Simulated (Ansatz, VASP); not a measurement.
# Two plane-wave programs on CdF2

INCAR

```
SYSTEM = CdF2
ALGO = Normal ; EDIFF = 1E-6
ENCUT = 520 ; ISIF = 2
ISMEAR = 0 ; LASPH = .True.
LCHARG = .True. ; LELF = .True.
LREAL = .False. ; LVHAR = .True.
LWAVE = .False. ; NBANDS = 20
NELM = 60 ; PREC = Accurate
SIGMA = 0.05
```

KPOINTS

```
k-points
0
Gamma
  8 8 8
  0 0 0
```

Contents of POSCAR:

```
CdF2
1.0
    0.0000000000      2.6940000000      2.6940000000
    3.0981000000      0.0000000000      2.6940000000
    3.0981000000      2.6940000000      0.0000000000
Cd F
1 2
Direct
    0.0000000000      0.0000000000      0.0000000000
    0.2500000000      0.2500000000      0.2500000000
    0.7500000000      0.7500000000      0.7500000000
```

Input for Ansatz:

```yaml
crystal:
  lattice:
    - [0.0, 2.694, 2.694]
    - [3.0981, 0.0, 2.694]
    - [3.0981, 2.694, 0.0]
  atoms:
    - { symbol: Cd, position: [0.0, 0.0, 0.0] }
    - { symbol: F, position: [0.25, 0.25, 0.25] }
    - { symbol: F, position: [0.75, 0.75, 0.75] }
basis:
  ecutwfc: 420
kpoints:
  mp_grid: { grid: [8, 8, 8] }
hamiltonian:
  xc: lda
scf:
  occupations: { method: gaussian, width: 0.05 }
output:
  forces: true
  stress: true
  eigenvalues: true
```

Change from the starting cell: strain +0.1500 x Voigt [1, 0, 0, 0, 0, 0], atoms carried along.

Alike in both runs: task single point; functional LDA; k mesh 8 × 8 × 8; occupations gaussian, width 0.05 eV; no spin polarisation.

|  | VASP | Ansatz |
| --- | --- | --- |
| version | VASP 6.6.1 | Ansatz 0.2.0 |
| potentials or method | VASP PAW LDA potentials, release 64 (Cd, F) | scalar-relativistic, plane waves, PAW |
| plane-wave cutoff (eV) | 520 | 420 |
| valence electrons in the cell | 26 | 34 |

```tsv
	VASP	Ansatz	Ansatz less VASP
gap on the k mesh at the Fermi level (eV)	1.91	1.92	+0.009
least direct gap on the mesh (eV)	2.44	2.45	+0.012
pressure (GPa)	-14.9	-15.3	-0.39
largest component of the traceless stress (GPa)	9.63	9.73	+0.107
```

The two sets of potentials don't hold the same shells in valence.

A k mesh can miss the band edges.
